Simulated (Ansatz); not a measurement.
# InP under changes of volume

One of the cells (25.167 Å³/atom); the others are scaled copies at fixed shape and fractional positions:

```
CELL_PARAMETERS angstrom
0.00000 2.93050 2.93050
2.93050 0.00000 2.93050
2.93050 2.93050 0.00000
ATOMIC_POSITIONS crystal
In 0.00000 0.00000 0.00000
P 0.75000 0.75000 0.75000
```

```yaml
Program: Ansatz 0.2.0
Functional: PBE
Potentials_or_basis: SPMS NC
Cutoff: "544 eV (not typed: the program's choice for these potentials)"
k_mesh: 8 × 8 × 8
Occupations: fermi-dirac, width 0.05 eV
Spin: no spin polarisation
```

```csv
volume (Å³/atom),energy over the lowest point (meV/atom),pressure (GPa),gap on the mesh (eV)
23.657,?,?,?
24.160,46.47,6.9,0.93
24.663,27.65,5.1,0.82
25.167,14.10,3.5,0.71
25.670,5.29,2.1,0.60
26.173,0.73,0.8,0.49
26.677,0.00,-0.3,0.39
```

What does the run at 23.657 Å³/atom give?

Energy over the lowest point 71.16 meV/atom; pressure 8.9 GPa; gap on the mesh 1.05 eV.

Worked out: A Birch-Murnaghan fit of order 3 (a polynomial in V^(-2/3)) to the other rows has its minimum at 26.53 Å³/atom with B0 = V·E''(V) = 59 GPa and B' = 4.6. It gives 71.15 meV/atom at 23.657 Å³/atom, against the run's 71.16, and -dE/dV = 8.9 GPa, against 8.9. A straight line through the other rows of the gap, of slope -5.48 eV per unit of ln V (its deformation potential), extrapolates to 1.05 eV, against the run's 1.05.

Energies are extrapolated to zero smearing.

Caveats: spin-orbit coupling is left out, which moves the levels of the heavy elements.
